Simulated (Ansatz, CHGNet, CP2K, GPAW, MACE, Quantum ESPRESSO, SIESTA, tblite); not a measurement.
**Twisted 2H-MoTe2/1T-TiSe2 bilayer, 21.79° (42 atoms) in SIESTA**

Aim: run twisted 2H-MoTe2/1T-TiSe2 bilayer, 21.79° (42 atoms) in SIESTA and see how near its forces come to a plane-wave reference, and at what cost.

Program: SIESTA 5.4.2. Level of theory: the method is named at each step. Results are calculated unless marked as measured.

## Step 1: The starting structure

The cell holds 42 atoms: 7 Mo, 14 Te, 7 Ti and 14 Se. Its edges and angles: a = 9.339 Å, b = 9.339 Å, c = 26.040 Å, α = 90.0°, β = 90.0°, γ = 120.0°. 2H-MoTe2 (a = 3.52 Å) under 1T-TiSe2 (a = 3.54 Å), bilayer, commensurate cell of 7 unit cells a layer, twist 21.79 deg, both strained to the mean lattice constant; facing planes 3.34 Å apart; 16 Å of vacuum; layers as built, displaced by a Gaussian of 0.01 Å. Then every atom was moved at random, 0.03 Å r.m.s. a Cartesian component. Regions: layer 1, 21 atoms (7 Mo and 14 Te); layer 2, 21 atoms (7 Ti and 14 Se). Vacuum lies along c.

The yardstick, on the same geometry:

- method: Kohn-Sham DFT, PBE, PAW, plane waves (Ansatz 0.2.0); cutoff 420 eV, Γ point, fermi-dirac smearing of 0.05 eV; PAW set soft_2
- r.m.s. force component: 0.4396 eV/Å
- longest force: 1.668 eV/Å
- SCF cycles: 23
- time: 19 s on 8 threads of Arm Neoverse V2, shared host
- CPU time: 2.3 min

## Step 2: PBE, DZP, shift 0.01 Ry, mesh 500 Ry

Method: Kohn-Sham DFT, PBE, PseudoDojo 0.4.1 norm-conserving pseudopotentials (converted to PSML), numerical atomic orbitals (DZP), diagonalisation.

The .psml files are PseudoDojo norm-conserving potentials that we converted to this format, checked against plane waves on the same files for H, C, O, Si, Ge and Ca alone.

The input, input.fdf:

```
SystemLabel cell
NumberOfAtoms 42
NumberOfSpecies 4
%block ChemicalSpeciesLabel
  1 42 Mo
  2 52 Te
  3 22 Ti
  4 34 Se
%endblock ChemicalSpeciesLabel
LatticeConstant 1.0 Ang
%block LatticeVectors
  9.33950 0.00000 0.00000
  -4.66975 8.08824 0.00000
  0.00000 0.00000 26.04000
%endblock LatticeVectors
PAO.BasisSize DZP
PAO.EnergyShift 0.01 Ry
XC.Functional GGA
XC.Authors PBE
MeshCutoff 500 Ry
%block kgrid_Monkhorst_Pack
  1 0 0 0.0
  0 1 0 0.0
  0 0 1 0.0
%endblock kgrid_Monkhorst_Pack
SolutionMethod diagon
OccupationFunction FD
ElectronicTemperature 580 K
SCF.Mixer.Method Pulay
SCF.Mixer.Weight 0.05
SCF.Mixer.History 8
SCF.Mix Hamiltonian
MaxSCFIterations 300
SCF.DM.Tolerance 1e-04
SCF.H.Tolerance 1.0e-3 eV
WriteForces T
Write.HirshfeldPop T
Write.VoronoiPop T
Write.DM F
Write.H F
XML.Write F
AtomicCoordinatesFormat Fractional
%block AtomicCoordinatesAndAtomicSpecies
  0.19087 0.24155 0.37459 1
  0.23680 0.04399 0.44677 2
  0.23802 0.04425 0.30777 2
  0.33101 0.65844 0.37454 1
  0.38330 0.47485 0.44476 2
  0.37898 0.47520 0.30578 2
  0.48070 0.09906 0.37585 1
  0.52061 0.90240 0.44465 2
  0.52486 0.90809 0.30660 2
  0.62484 0.52489 0.37697 1
  0.66562 0.33367 0.44541 2
  0.66625 0.34130 0.30962 2
  0.76106 0.95644 0.37464 1
  0.80465 0.75899 0.44674 2
  0.81366 0.76295 0.30747 2
  0.89642 0.37388 0.37656 1
  0.95280 0.19148 0.44636 2
  0.95630 0.19351 0.30696 2
  0.04302 0.80566 0.37590 1
  0.09784 0.61669 0.44475 2
  0.09499 0.61987 0.30938 2
  0.13857 0.71240 0.63285 3
  0.38542 0.90748 0.69061 4
  0.33445 0.66928 0.57447 4
  0.99952 0.99874 0.63345 3
  0.23217 0.19591 0.69573 4
  0.19058 0.95021 0.57629 4
  0.28634 0.42239 0.63204 3
  0.52702 0.61826 0.69295 4
  0.47756 0.38110 0.57304 4
  0.56405 0.85135 0.63318 3
  0.80943 0.04689 0.69239 4
  0.76221 0.81072 0.57318 4
  0.43092 0.14114 0.63279 3
  0.67095 0.33237 0.69356 4
  0.62141 0.09469 0.57231 4
  0.71911 0.57185 0.63461 3
  0.94693 0.75617 0.69295 4
  0.90209 0.52396 0.57580 4
  0.85870 0.28782 0.63401 3
  0.09758 0.46885 0.69275 4
  0.04999 0.24378 0.57400 4
%endblock AtomicCoordinatesAndAtomicSpecies
```

Command:

```bash
$ OMP_NUM_THREADS=1 siesta < input.fdf > output.txt
```

What it wrote:

```text
Version         : 5.4.2
reinit: System Name:
reinit: System Label: cell
initatom: Reading input for the pseudopotentials and atomic orbitals ----------
Species number:   1 Atomic number:   42 Label: Mo
Species number:   2 Atomic number:   52 Label: Te
Species number:   3 Atomic number:   22 Label: Ti
Species number:   4 Atomic number:   34 Label: Se
Ground state valence configuration (from tables):   5s01  5p00  4d05  4f00
Ground state valence configuration (from tables):   5s02  5p04  5d00  4f00
Ground state valence configuration (from tables):   4s02  4p00  3d02  4f00
Ground state valence configuration (from tables):   4s02  4p04  4d00  4f00
---- Processing specs for species: Mo
GGA--PBE XC_GGA_X_PBE--XC_GGA_C_PBE pb
Semicore shell(s) with  8 electrons included in the valence for Mo
---- Processing specs for species: Te
GGA--PBE XC_GGA_X_PBE--XC_GGA_C_PBE pb
Semicore shell(s) with 10 electrons included in the valence for Te
---- Processing specs for species: Ti
GGA--PBE XC_GGA_X_PBE--XC_GGA_C_PBE pb
Semicore shell(s) with  8 electrons included in the valence for Ti
---- Processing specs for species: Se
GGA--PBE XC_GGA_X_PBE--XC_GGA_C_PBE pb
Semicore shell(s) with 10 electrons included in the valence for Se
Semicore shell(s): 4s 4p
Fallback to non-perturbative polarization scheme for Mo
Please see the manual if this is not desired in principle
Semicore shell(s): 4d
Fallback to non-perturbative polarization scheme for Te
Please see the manual if this is not desired in principle
Semicore shell(s): 3s 3p
Fallback to non-perturbative polarization scheme for Ti
Please see the manual if this is not desired in principle
Semicore shell(s): 3d
Fallback to non-perturbative polarization scheme for Se
Please see the manual if this is not desired in principle
Mo pseudopotential only contains V_ls up to l=2 -- lmxkb reset.
Te pseudopotential only contains V_ls up to l=2 -- lmxkb reset.
Ti pseudopotential only contains V_ls up to l=2 -- lmxkb reset.
[... lines left out ...]
Total number of electrons:   630.000000
[... lines left out ...]
        0.000000    0.000000   26.040000
outcell: Cell vector modules (Ang)   :    9.339500    9.339496   26.040000
outcell: Cell angles (23,13,12) (deg):     90.0000     90.0000    120.0000
outcell: Cell volume (Ang**3)        :   1967.0647
Gamma-point calculation with multiply-connected orbital pairs
Gamma-point calculation with multiply-connected orbital pairs
Folding of H and S implicitly performed
Folding of H and S implicitly performed
new_DM -- step:     1
Initializing Density Matrix...
Attempting to read DM from file... Failed...
DM filled with atomic data:
InitMesh: MESH = 120 x 120 x 360 = 5184000
InitMesh: Mesh cutoff (required, used) =   500.000   528.232 Ry
stepf: Fermi-Dirac step function
        iscf     Eharris(eV)        E_KS(eV)     FreeEng(eV)     dDmax    Ef(eV) dHmax(eV)
   scf:    1  -110406.538878  -110678.277027  -110678.434993  1.644360 -2.662129 28.816149
   scf:    2  -110790.098386  -110740.928172  -110740.932626  0.117680 -3.159455 16.648225
   scf:    3  -110817.769880  -110786.396121  -110786.427307  0.123089 -3.713271  7.772173
[...]
scf:   24  -110804.078909  -110804.078903  -110804.354038  0.000024 -4.057105  0.001324
   scf:   25  -110804.078919  -110804.078911  -110804.354038  0.000045 -4.057060  0.000543
SCF Convergence by DM+H criterion
max |DM_out - DM_in|         :     0.0000454878
max |H_out - H_in|      (eV) :     0.0005425467
SCF cycle converged after 25 iterations
Using DM_out to compute the final energy and forces
siesta: E_KS(eV) =          -110804.0789
siesta: E_KS - E_eggbox =   -110804.0789
siesta: Atomic forces (eV/Ang):
     1    0.326443   -0.617060    1.208046
     2   -0.176853    0.323402   -0.432598
     3   -0.076338    0.217705   -0.757400
[...]
41   -0.326211    0.752535    0.367132
    42    0.152258   -0.042330   -0.292889
----------------------------------------
   Tot    0.002181   -0.012165   -0.002011
----------------------------------------
   Max    2.074287
   Res    0.544068    sqrt( Sum f_i^2 / 3N )
----------------------------------------
   Max    2.074287    constrained
Stress tensor Voigt[x,y,z,yz,xz,xy] (kbar):      -12.22      -10.36      -25.07       -3.04        0.23        0.34
(Free)E + p*V (eV/cell)  -110784.8536
Target enthalpy (eV/cell)  -110804.3540
siesta: Program's energy decomposition (eV):
siesta: Ebs     =    -20156.339542
siesta: Eions   =    132714.202906
siesta: Ena     =     12930.084858
siesta: Ekin    =     60344.171677
siesta: Enl     =    -29727.716872
siesta: DEna    =       596.025696
siesta: DUscf   =        15.364721
siesta: Ex      =    -20972.932668
siesta: Ec      =     -1274.873418
siesta: Exc     =    -22247.806086
siesta: Eharris =   -110804.078919
siesta: Etot    =   -110804.078911
siesta: FreeEng =   -110804.354038
siesta: Final energy (eV):
siesta:  Band Struct. =  -20156.339542
siesta:       Kinetic =   60344.171677
siesta:       Hartree =  299827.757298
siesta:         Exch. =  -20972.932668
siesta:         Corr. =   -1274.873418
siesta:   Exch.-corr. =  -22247.806086
siesta:  Ion-electron = -664027.656232
siesta:       Ion-ion =  215299.454432
siesta:         Total = -110804.078911
siesta:         Fermi =      -4.057060
siesta: Stress tensor (static) (eV/Ang**3):
siesta:    -0.007625    0.000211    0.000146
siesta:     0.000211   -0.006467   -0.001896
siesta:     0.000146   -0.001896   -0.015649
siesta: Cell volume =       1967.064659 Ang**3
siesta: Pressure (static):
siesta:                Solid            Molecule  Units
siesta:           0.00010797          0.00005407  Ry/Bohr**3
siesta:           0.00991348          0.00496415  eV/Ang**3
siesta:          15.88313907          7.95343831  kBar
    Orbital volume contribution        =          30.237869 eV
    (Free)E + p_basis*V_orbitals       =     -110774.116170 eV
    (Free)Eharris+ p_basis*V_orbitals  =     -110774.116178 eV
siesta: Electric dipole (a.u.)  =    0.000000    0.000000   -0.585711
siesta: Electric dipole (Debye) =    0.000000    0.000000   -1.488729
Hirshfeld Atomic Populations:
Atom #   charge [q] valence [e]  Species
     1     0.135245   13.864755  Mo
     2    -0.046359   16.046359  Te
     3    -0.067124   16.067124  Te
     4     0.134598   13.865402  Mo
     5    -0.052334   16.052334  Te
[...]
7     0.134339   13.865661  Mo
[...]
22     0.097924   11.902076  Ti
    23    -0.048485   16.048485  Se
    24    -0.067436   16.067436  Se
    25     0.096273   11.903727  Ti
    26    -0.050243   16.050243  Se
[...]
28     0.091942   11.908058  Ti
[...]
--------------------
 Total    -0.000032
Voronoi Atomic Populations:
Atom #   charge [q] valence [e]  Species
[...]
16     0.072723   13.927277  Mo
[...]
19     0.079374   13.920626  Mo
    20    -0.024330   16.024330  Te
    21    -0.038654   16.038654  Te
[...]
37     0.111774   11.888226  Ti
[...]
40     0.117268   11.882732  Ti
    41    -0.067825   16.067825  Se
    42    -0.070549   16.070549  Se
--------------------
 Total    -0.000031
```

It took 5.9 min on 1 thread of Arm Neoverse V2, shared host; peak memory 1.7 GiB.

Banners, paths, timers and routine set-up lines are dropped from the logs unmarked, and long logs keep their key lines alone; longer cuts are marked.

Compared with the plane-wave run:

```yaml
r_m_s_force_component: 0.5441 eV/Å
r_m_s_difference_of_force_components: 167.5 meV/Å
longest_difference_of_force_vectors: 560.6 meV/Å
force_difference_over_r_m_s_force: 38.11 %
slope_of_forces_against_the_reference_s: 1.193
correlation_of_force_components: 0.9641
```

This run lies far from the reference in forces at the same functional.

Length of the force difference by element (eV/Å):

```csv
element,atoms,mean,most
Mo,7,0.15,0.23
Se,14,0.24,0.36
Te,14,0.41,0.56
Ti,7,0.083,0.13
```

The surroundings of Se29, picked at random, nearest first, numbered as they follow in the input and with coordinates relative to it.

```
atom      x      y      z  distance (Å)  bonds  Hirshfeld charge (e)     Fx     Fy  Fz (eV/Å)
Se29   0.00   0.00   0.00          0.00      3                 -0.05  -0.19   0.36       0.26
Ti37   2.01  -0.38  -1.52          2.55      6                  0.09  -0.59  -0.53      -0.26
Ti31  -0.74   1.89  -1.56          2.56      6                  0.09   0.26  -0.85      -0.04
Ti28  -1.33  -1.58  -1.59          2.61      6                  0.09   0.34  -0.84       0.23
Se38   3.28   1.12   0.00          3.46      3                 -0.05   0.37   0.68       0.71
Se26  -0.78  -3.42   0.07          3.51      3                 -0.05   0.48   0.13      -0.23
Se32   0.64   3.47  -0.01          3.52      3                 -0.06   0.10   0.26       0.27
Se41  -3.31  -1.21  -0.01          3.53      3                 -0.06  -0.33   0.75       0.37
Se35   2.68  -2.31   0.02          3.54      3                 -0.05  -0.30   0.08       0.33
Se23  -2.67   2.34  -0.06          3.55      3                 -0.05  -0.32   0.19       1.00
```

Forces lie 38 % from the reference's, at 2.6 times its CPU time (on 1 against 8 cores).

## Step 3: PBE, SZ, shift 0.01 Ry, mesh 500 Ry

Method: Kohn-Sham DFT, PBE, PseudoDojo 0.4.1 norm-conserving pseudopotentials (converted to PSML), numerical atomic orbitals (SZ), diagonalisation.

input.fdf: that of step 2 with these lines changed.

```diff
@@ -15,3 +15,3 @@
 %endblock LatticeVectors
-PAO.BasisSize DZP
+PAO.BasisSize SZ
 PAO.EnergyShift 0.01 Ry
```

What it wrote:

```text
Version         : 5.4.2
reinit: System Name:
reinit: System Label: cell
initatom: Reading input for the pseudopotentials and atomic orbitals ----------
Species number:   1 Atomic number:   42 Label: Mo
Species number:   2 Atomic number:   52 Label: Te
Species number:   3 Atomic number:   22 Label: Ti
Species number:   4 Atomic number:   34 Label: Se
[... lines left out ...]
SCF Convergence by DM+H criterion
[... lines left out ...]
SCF cycle converged after 28 iterations
[... lines left out ...]
   Max    2.783486
[... lines left out ...]
   Max    2.783486    constrained
Stress tensor Voigt[x,y,z,yz,xz,xy] (kbar):      -15.32      -13.33      -21.97       -3.13        0.25        0.47
[... lines left out ...]
siesta: FreeEng =   -110742.918000
[... lines left out ...]
siesta:         Fermi =      -4.148891
[... lines left out ...]
siesta:          16.87391629          9.76731394  kBar
[... lines left out ...]
     3    -0.062328   16.062328  Te
     4     0.125298   13.874702  Mo
     5    -0.044323   16.044323  Te
[...]
7     0.124016   13.875984  Mo
[...]
22     0.181988   11.818012  Ti
    23    -0.092919   16.092919  Se
    24    -0.109308   16.109308  Se
    25     0.182814   11.817186  Ti
    26    -0.092259   16.092259  Se
[...]
28     0.175118   11.824882  Ti
[...]
--------------------
 Total    -0.000024
Voronoi Atomic Populations:
Atom #   charge [q] valence [e]  Species
[...]
16     0.088300   13.911700  Mo
[...]
19     0.097910   13.902090  Mo
    20    -0.036872   16.036872  Te
    21    -0.050402   16.050402  Te
[...]
37     0.219523   11.780477  Ti
[...]
40     0.223689   11.776311  Ti
    41    -0.118709   16.118709  Se
    42    -0.124926   16.124926  Se
--------------------
 Total    -0.000024
```

It took 2.6 min on 1 thread; peak memory 1.1 GiB.

Numbers from this run, and their distance from the reference:

```yaml
r_m_s_force_component: 0.696 eV/Å
r_m_s_difference_of_force_components: 400.2 meV/Å
longest_difference_of_force_vectors: 1273 meV/Å
force_difference_over_r_m_s_force: 91.04 %
slope_of_forces_against_the_reference_s: 1.339
correlation_of_force_components: 0.8457
```

This is a coarse setting, run to see what it loses.

Against the first run (38 %), the force difference from the reference is 91 %, at 0.44 times the CPU time, with 392 basis functions against 770: the smaller basis costs accuracy.

## Step 4: PBE, DZP, shift 0.02 Ry, mesh 500 Ry

Method: Kohn-Sham DFT, PBE, PseudoDojo 0.4.1 norm-conserving pseudopotentials (converted to PSML), numerical atomic orbitals (DZP), diagonalisation.

input.fdf: that of step 3 with these lines changed.

```diff
@@ -15,4 +15,4 @@
 %endblock LatticeVectors
-PAO.BasisSize SZ
-PAO.EnergyShift 0.01 Ry
+PAO.BasisSize DZP
+PAO.EnergyShift 0.02 Ry
 XC.Functional GGA
```

What it wrote:

```text
Version         : 5.4.2
reinit: System Name:
reinit: System Label: cell
initatom: Reading input for the pseudopotentials and atomic orbitals ----------
Species number:   1 Atomic number:   42 Label: Mo
Species number:   2 Atomic number:   52 Label: Te
Species number:   3 Atomic number:   22 Label: Ti
Species number:   4 Atomic number:   34 Label: Se
Ground state valence configuration (from tables):   5s01  5p00  4d05  4f00
Ground state valence configuration (from tables):   5s02  5p04  5d00  4f00
[... lines left out ...]
SCF Convergence by DM+H criterion
[... lines left out ...]
SCF cycle converged after 24 iterations
[... lines left out ...]
   Max    1.842394
[... lines left out ...]
   Max    1.842394    constrained
Stress tensor Voigt[x,y,z,yz,xz,xy] (kbar):       -1.55        0.38      -11.26       -3.01        0.28        0.31
[... lines left out ...]
siesta: FreeEng =   -110763.506500
[... lines left out ...]
siesta:         Fermi =      -3.396902
[... lines left out ...]
siesta:           4.14214000          0.91879677  kBar
    Orbital volume contribution        =          23.392330 eV
    (Free)E + p_basis*V_orbitals       =     -110740.114170 eV
    (Free)Eharris+ p_basis*V_orbitals  =     -110740.114174 eV
siesta: Electric dipole (a.u.)  =    0.000000    0.000000   -0.552264
siesta: Electric dipole (Debye) =    0.000000    0.000000   -1.403715
Hirshfeld Atomic Populations:
Atom #   charge [q] valence [e]  Species
     1     0.162012   13.837988  Mo
     2    -0.059853   16.059853  Te
     3    -0.080745   16.080745  Te
     4     0.162385   13.837615  Mo
     5    -0.066255   16.066255  Te
[...]
7     0.161512   13.838488  Mo
[...]
22     0.075820   11.924180  Ti
    23    -0.035667   16.035667  Se
    24    -0.056506   16.056506  Se
    25     0.074242   11.925758  Ti
    26    -0.039939   16.039939  Se
[...]
28     0.070850   11.929150  Ti
[...]
--------------------
 Total     0.000057
Voronoi Atomic Populations:
Atom #   charge [q] valence [e]  Species
[...]
16     0.084311   13.915689  Mo
[...]
19     0.092461   13.907539  Mo
    20    -0.026862   16.026862  Te
    21    -0.045329   16.045329  Te
[...]
37     0.082672   11.917328  Ti
[...]
40     0.087720   11.912280  Ti
    41    -0.053901   16.053901  Se
    42    -0.058416   16.058416  Se
--------------------
 Total     0.000057
```

It took 4.3 min on 1 thread; peak memory 1.5 GiB.

Numbers from this run, and their distance from the reference:

| Property | Result |
| --- | --- |
| r.m.s. force component | 0.5132 eV/Å |
| r.m.s. difference of force components | 137 meV/Å |
| longest difference of force vectors | 534.7 meV/Å |
| force difference over r.m.s. force | 31.17 % |
| slope of forces against the reference's | 1.133 |
| correlation of force components | 0.9704 |

This run lies far from the reference in forces at the same functional.

Against the first run (38 %), the force difference from the reference is 31 %, at 0.72 times the CPU time: tighter orbitals come nearer here, likely by a cancellation of errors.

[end of part 1 of 2]

[Also dropped from logs without a mark: logging warnings of Python, and SIESTA's first energy breakdown and zero terms.]

[Logs are printed without paths, hosts, clocks, repeated set-up lines and the standing remarks that a program may print on its own settings, such as how far it seeks lower states.]

[Hosts, paths, dates, database ids (printed as entryN), source tags and the programs' standing remarks are cut or masked in the printed files.]
